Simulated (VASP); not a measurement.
# Cr (P6_3/mmc) in VASP: notebook

One crystal, Cr, is run at these levels: optB88-vdW, vdW-DF-cx; tasks: relaxation of cell and atoms.

All numbers are computed with VASP 6.6.1; they aren't measurements. Logs are shortened: lines on timing, memory, paths and dates and some standing lists are left out, and cuts for length are marked.

### 1 The structure

It takes space group P6_3/mmc (No. 194, hexagonal). The conventional cell has a = 2.714 Å, b = 2.714 Å, c = 4.410 Å, α = 90.00°, β = 90.00°, γ = 120.00°. Cr (site symmetry -6m2) has 12 Cr at 2.71 Å as nearest neighbours.

This isn't the form of Cr at room conditions, which is bcc.

### 2 Relaxation of cell and atoms, optB88-vdW, collinear spin, ferromagnetic start

Input file INCAR:

```
PREC = Accurate
ENCUT = 600
EDIFF = 1E-6
ISMEAR = -1
SIGMA = 0.05
LREAL = F
LASPH = T
NELM = 150
ALGO = Fast
ISIF = 3
LWAVE = F
LCHARG = F
ISPIN = 2
MAGMOM = 3 3
LORBIT = 11
LMAXMIX = 4
GGA = BO
LUSE_VDW = T
AGGAC = 0.0
PARAM1 = 0.1833333333
PARAM2 = 0.22
IBRION = 2
NSW = 60
EDIFFG = -0.005
```

Input file KPOINTS:

```
regular mesh
0
Gamma
  8 8 5
```

Input file POSCAR:

```
Cr
1.0
    2.7140000000      0.0000000000      0.0000000000
   -1.3570000000      2.3503929459      0.0000000000
    0.0000000000      0.0000000000      4.4100000000
Cr
2
Direct
    0.6666666667      0.3333333333      0.7500000000
    0.3333333333      0.6666666667      0.2500000000
```

Potentials or basis: VASP PAW PBE potentials, release 64 (Cr_pv).

Launch:

```
$ cat potpaw_PBE.64/Cr_pv/POTCAR > POTCAR
$ mpirun -np 1 vasp_std > vasp.out
```

OUTCAR:

```text
PREC = Accurate
   ENCUT = 600
   EDIFF = 1E-6
   ISMEAR = -1
   LREAL = F
   LASPH = T
   NELM = 150
   ISIF = 3
   ISPIN = 2
   LORBIT = 11
   GGA = BO
   IBRION = 2
   NSW = 60
   EDIFFG = -0.005

 ion  position               nearest neighbor table
   1  0.667  0.333  0.750-   2 2.71   2 2.71   2 2.71   2 2.71   2 2.71   2 2.71
   2  0.333  0.667  0.250-   1 2.71   1 2.71   1 2.71   1 2.71   1 2.71   1 2.71

  LATTYP: Found a hexagonal cell.
 ALAT       =     2.7140000000
 C/A-ratio  =     1.6249078850

  Lattice vectors:

 A1 = (   2.7140000000,   0.0000000000,   0.0000000000)
 A2 = (  -1.3570000000,   2.3503929459,   0.0000000000)
 A3 = (   0.0000000000,   0.0000000000,   4.4100000000)

Analysis of symmetry for initial positions (statically):
=====================================================================
 Subroutine PRICEL returns:
 Original cell was already a primitive cell.

 Routine SETGRP: Setting up the symmetry group for a
 hexagonal supercell.

 Subroutine GETGRP returns: Found 24 space group operations
 (whereof 12 operations were pure point group operations)
 out of a pool of 24 trial point group operations.

The static configuration has the point symmetry D_3d.
 The point group associated with its full space group is D_6h.

Analysis of symmetry for dynamics (positions and initial velocities):
=====================================================================
 Subroutine PRICEL returns:
 Original cell was already a primitive cell.

 Routine SETGRP: Setting up the symmetry group for a
 hexagonal supercell.

 Subroutine GETGRP returns: Found 24 space group operations
 (whereof 12 operations were pure point group operations)
 out of a pool of 24 trial point group operations.

The dynamic configuration has the point symmetry D_3d.
 The point group associated with its full space group is D_6h.

Analysis of structural, dynamic, and magnetic symmetry:
=====================================================================
 Subroutine PRICEL returns:
 Original cell was already a primitive cell.

 Routine SETGRP: Setting up the symmetry group for a
 hexagonal supercell.

 Subroutine GETGRP returns: Found 24 space group operations
 (whereof 12 operations were pure point group operations)
 out of a pool of 24 trial point group operations.

The overall configuration has the point symmetry D_3d.
 The point group associated with its full space group is D_6h.

 Subroutine INISYM returns: Found 24 space group operations
 (whereof 12 operations are pure point group operations),
 and found     1 'primitive' translations

----------------------------------------------------------------------------------------
[... 104 lines left out ...]
   NELECT =      24.0000    total number of electrons
   NUPDOWN=      -1.0000    fix difference up-down
   EMIN   =  10.00;   EMAX   =-10.00  energy-range for DOS
   EFERMI =   0.00;   METHOD = LEGACY
   ISMEAR =    -1;   SIGMA  =   0.05  broadening in eV -4-tet -1-fermi 0-gaus
   EFERMI_NEDOS =   21; number of points for ismear=-14 and -15
   IALGO  =     68    algorithm
   IMIX   =      4    mixing-type and parameters
     AMIX     =   0.40;   BMIX     =  1.00
     AMIX_MAG =   1.60;   BMIX_MAG =  1.00
  volume/ion in A,a.u.               =      14.07        94.92
  Fermi-wavevector in a.u.,A,eV,Ry     =   1.552681  2.934142 32.801180  2.410819
  Thomas-Fermi vector in A             =   2.657021
   LORBIT       =     11    0 simple, 1 ext, 2 COOP (PROOUT), +10 PAW based schemes
   GGA     = BO    functional components
   LHFCALC =     F    Hartree Fock is set to
   AEXX    =    0.0000 exact exchange contribution
   IVDW_NL    =     1    kernel type
   BPARAM     = 6.3000
   IVDW    =     0    specifies the selected vdW correction
   LEPSILON=     F    determine dielectric tensor
   LRPA    =     F    only Hartree local field effects (RPA)
 conjugate gradient relaxation of ions
 spin polarized calculation
 RMM-DIIS sequential band-by-band and
  energy-cutoff  :      600.00
  volume of cell :       28.13
 maximum number of plane-waves:       966
 NGX is ok and might be reduce to    24
   NGX = 11   NGY = 11   NGZ = 17

--------------------------------------- Ionic step        1  -------------------------------------------

 number of electron      24.0000013 magnetization       1.6339727

 Free energy of the ion-electron system (eV)
  ---------------------------------------------------
  ext. energy  EPLUGINS =         0.00000000
  ---------------------------------------------------
  free energy    TOTEN  =       -11.43272248 eV

  energy without entropy =      -11.39719942  energy(sigma->0) =      -11.41496095

 E-fermi :   8.1294     XC(G=0): -12.6060

 val. band max:        8.1255720647   @ k =   0.5000  -0.0000   0.0000
 cond. band min:       8.1352881007   @ k =   0.3750  -0.0000   0.2000
 fundamental gap:      0.0097160360
 Fermi energy:         8.1294228192

 spin component 1

 k-point     1 :       0.0000    0.0000    0.0000
  band No.  band energies     occupation
      1     -35.1882      1.00000
      2     -34.8420      1.00000
      3     -34.8420      1.00000
      4     -34.7755      1.00000
      5     -34.7755      1.00000
      6     -34.7012      1.00000
[... 1162 lines left out ...]
  energy  without entropy=      -11.9037220826  energy(sigma->0) =      -11.92335911

Total vdW correction in eV:      3.7282585

[... ionic steps 4 to 18 ...]

--------------------------------------- Ionic step       19  -------------------------------------------

 number of electron      24.0000007 magnetization       0.0000023

------------------------ aborting loop because EDIFF is reached ----------------------------------------
[... 73 lines left out ...]
 number of electron      24.0000007 magnetization       0.0000007

 number of electron      24.0000007 magnetization      -0.0000006

 Free energy of the ion-electron system (eV)
  ---------------------------------------------------
  ext. energy  EPLUGINS =         0.00000000
  ---------------------------------------------------
  free energy    TOTEN  =       -12.02863414 eV

  energy without entropy =      -11.99987382  energy(sigma->0) =      -12.01425398

 E-fermi :  10.5148     XC(G=0): -13.6076

 val. band max:       10.4950115124   @ k =   0.1250  -0.0000   0.0000
 cond. band min:      10.5193679920   @ k =   0.5000  -0.0000   0.2000
 fundamental gap:      0.0243564796
 Fermi energy:        10.5147508379

 spin component 1

 k-point     1 :       0.0000    0.0000    0.0000
  band No.  band energies     occupation
      1     -32.7567      1.00000
      2     -32.0673      1.00000
      3     -31.8578      1.00000
      4     -31.8578      1.00000
      5     -31.7933      1.00000
      6     -31.7933      1.00000
[... 1084 lines left out ...]
  energy  without entropy=      -11.9998738162  energy(sigma->0) =      -12.01425398

Total vdW correction in eV:      3.7252735

 reached required accuracy - stopping structural energy minimisation

 total charge

# of ion       s       p       d       tot
------------------------------------------
    1        0.420   6.365   4.279  11.064
    2        0.420   6.365   4.279  11.064
--------------------------------------------------
tot          0.840  12.730   8.557  22.128

 magnetization (x)

# of ion       s       p       d       tot
------------------------------------------
    1        0.000  -0.000   0.000   0.000
    2        0.000  -0.000   0.000   0.000
--------------------------------------------------
tot          0.000  -0.000   0.000   0.000
```

OSZICAR:

```text
N       E                     dE             d eps       ncg     rms          rms(c)
DAV:   1     0.263485485317E+03    0.26349E+03   -0.15283E+04  2280   0.165E+03
DAV:   2    -0.439795944995E+01   -0.26788E+03   -0.26249E+03  2307   0.454E+02
[... 194 lines left out ...]
RMM:   2    -0.120286345483E+02    0.44963E-06   -0.43885E-07  1167   0.648E-03
  20 F= -.12028635E+02 E0= -.12014254E+02  d E =-.765033E-05  mag=    -0.0000
       N       E                     dE             d eps       ncg     rms          rms(c)
DAV:   1    -0.120286405954E+02   -0.55974E-05   -0.15636E-04  2280   0.116E-01    0.192E-02
RMM:   2    -0.120286346884E+02    0.59070E-05   -0.10873E-05  2160   0.329E-02    0.617E-03
RMM:   3    -0.120286341410E+02    0.54741E-06   -0.14420E-06  1237   0.105E-02
  21 F= -.12028634E+02 E0= -.12014254E+02  d E =-.724299E-05  mag=     0.0000
```

It took 11 min on 1 thread of Intel Xeon Platinum 8488C (Sapphire Rapids), shared host; peak memory 0.35 GiB.

Results:

```
Free energy                                           : -12.0286 eV
Relaxed volume                                        : 11.75 Å³/atom
Relaxed cell                                          : a = 2.470 Å, b = 2.470 Å, c = 4.445 Å, α = 90.00°, β = 90.00°, γ = 120.00°
Space group after relaxing (to 0.05 Å)                : P6_3/mmc (No. 194)
Energy gained by relaxing                             : 298.0 meV/atom
Ionic steps                                           : 21
Pressure after relaxing                               : 0.0 GPa
Band gap on the k mesh                                : none (metal or under the smearing width)
Net moment                                            : 0.00 μB per cell
Valence electrons inside the program's atomic spheres : Cr 11.06
```

Step by step:
```
step  energy change (eV)  largest force (eV/Å)  pressure (GPa)  volume (Å³)
   1              0.0000                0.0000          -27.57        28.13
   2              0.2005                0.0000           67.91        19.38
   3             -0.5103                0.0000           -0.83        23.51
   4             -0.5109                0.0000            0.21        23.41
   5             -0.5108                0.0000            1.22        23.32
   6             -0.5648                0.0000            2.81        23.16
   7             -0.4289                0.0000           14.64        22.53
   8             -0.5856                0.0000            4.43        23.04
   9             -0.5872                0.0000            5.32        22.98
  10             -0.5718                0.0000           -6.95        24.30
  11             -0.5954                0.0000            0.58        23.46
  12             -0.5958                0.0000           -0.22        23.53
  13             -0.5959                0.0000           -0.15        23.51
  14             -0.5959                0.0000           -0.11        23.51
  15             -0.5959                0.0000           -0.13        23.51
  16             -0.5959                0.0000           -0.10        23.49
  17             -0.5959                0.0000            0.09        23.49
  18             -0.5959                0.0000            0.03        23.49
  19             -0.5959                0.0000           -0.09        23.49
  20             -0.5959                0.0000            0.07        23.49
  21             -0.5959                0.0000            0.02        23.49
```

Final structure:
```
CELL_PARAMETERS angstrom
2.47035 0.00000 0.00000
-1.23518 2.13939 0.00000
0.00000 0.00000 4.44479
ATOMIC_POSITIONS crystal
Cr 0.66667 0.33333 0.75000
Cr 0.33333 0.66667 0.25000
```

Caveat: the starting moments collapsed, and a magnetic state may lie lower; the volume moved by over 15 % at a fixed basis, so the end points are rough; the PAW data sets were made with another functional, which shifts forces and pressure a little.

(Part 1 of 2 ends here.)
